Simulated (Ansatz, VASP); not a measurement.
# Ge: VASP beside Ansatz

```xyz
2
Lattice="-2.5124 2.6684 1.4465 2.5124 -2.6684 1.4465 2.5124 2.6684 -1.4465" Properties=species:S:1:pos:R:3 pbc="T T T"
Ge    0.0000    1.3342    0.1853
Ge    2.5124    1.3342    1.2612
```

Change from the starting cell: volume scaled by 1.02.

Alike in both runs: task single point; functional PBEsol; k mesh 11 × 11 × 11; occupations fermi-dirac, width 0.05 eV; no spin polarisation.

|  | VASP | Ansatz |
| --- | --- | --- |
| version | VASP 6.6.1 | Ansatz 0.2.0 |
| potentials or method | VASP PAW PBE potentials, release 64 (Ge_d), cutoff 520 eV | all-electron LAPW, scalar-relativistic |

```tsv
	VASP	Ansatz	Ansatz less VASP
gap on the k mesh at the Fermi level (eV)	none	none	-
pressure (GPa)	-3.8	-3.7	+0.11
largest component of the traceless stress (GPa)	1.10	1.09	-0.001
rms of the force components (eV/Å)	0.035	0.035	-0.0004
```

Atom by atom the forces differ by 0.000 eV/Å (rms over components). A gap of «none» marks a metal or a gap that the smearing closes. Ansatz ran all-electron here, so the differences hold the error of VASP's frozen core and of both bases.

Caveats: the PAW data sets were made with another functional, which shifts forces and pressure a little (VASP).
